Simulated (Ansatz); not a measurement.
Method: DFT PBE, scalar-relativistic, plane waves, PAW in Ansatz. All cells share a 420 eV cutoff and Γ-centred k meshes spaced at most about 0.3 Å⁻¹ (about 0.25 or finer for metals, 2π included). No spin polarisation.

All energies are static (0 K, no zero-point motion).

Compare these two cells of Li3S2, each relaxed at this level.

A.

```cif
data_structure
_symmetry_space_group_name_H-M 'P-3m1'
_symmetry_Int_Tables_number 164
_cell_length_a 4.0838
_cell_length_b 4.0838
_cell_length_c 5.4998
_cell_angle_alpha 90.000
_cell_angle_beta 90.000
_cell_angle_gamma 120.000
_cell_volume 79.43
loop_
_atom_site_label
_atom_site_type_symbol
_atom_site_symmetry_multiplicity
_atom_site_Wyckoff_symbol
_atom_site_fract_x
_atom_site_fract_y
_atom_site_fract_z
_atom_site_occupancy
Li1 Li 1 a 0.00000 0.00000 0.00000 1
Li2 Li 2 d 0.33333 0.66667 0.68767 1
S1 S 2 d 0.33333 0.66667 0.23223 1
```

B.

```cif
data_structure
_symmetry_space_group_name_H-M 'Cmmm'
_symmetry_Int_Tables_number 65
_cell_length_a 5.8203
_cell_length_b 8.2546
_cell_length_c 3.8488
_cell_angle_alpha 90.000
_cell_angle_beta 90.000
_cell_angle_gamma 90.000
_cell_volume 184.91
loop_
_atom_site_label
_atom_site_type_symbol
_atom_site_symmetry_multiplicity
_atom_site_Wyckoff_symbol
_atom_site_fract_x
_atom_site_fract_y
_atom_site_fract_z
_atom_site_occupancy
Li1 Li 4 j 0.50000 0.80018 0.50000 1
Li2 Li 2 a 0.00000 0.00000 0.00000 1
S1 S 4 e 0.25000 0.25000 0.00000 1
```

Question: Which form is favoured at zero pressure, and by what margin per atom?

Answer: A is lower, by 31 meV/atom. A has the anti-La2O3 (A sesquioxide) type, space group P-3m1 (No. 164), 15.9 Å³/atom and no gap on its mesh; B has space group Cmmm (No. 65), 18.5 Å³/atom and no gap. Counting S atoms around Li (those within 1.25 times the shortest such distance or 1.15 times the sum of covalent radii, 1.27 where that leaves under three; a plus sign parts nearer from farther groups; a slash parts the counts of unlike sites), A has Li 4+1/6 and B has Li 4. The denser one is the lower, and pressure would at first widen the difference. Both come from invented guesses. The lowest form computed isn't among them: it has space group P-1 (No. 2), 15.7 Å³/atom and lies 53 meV/atom below the best shown.

In P-3m1, Cmmm an odd number of electrons in the primitive cell allows no gap without spin; a larger cell or a magnetic state could open one. Cells relaxed within their symmetry can be saddle points. Some structure types and database cells were kept out of the candidates from the start, so a known form may be missing.
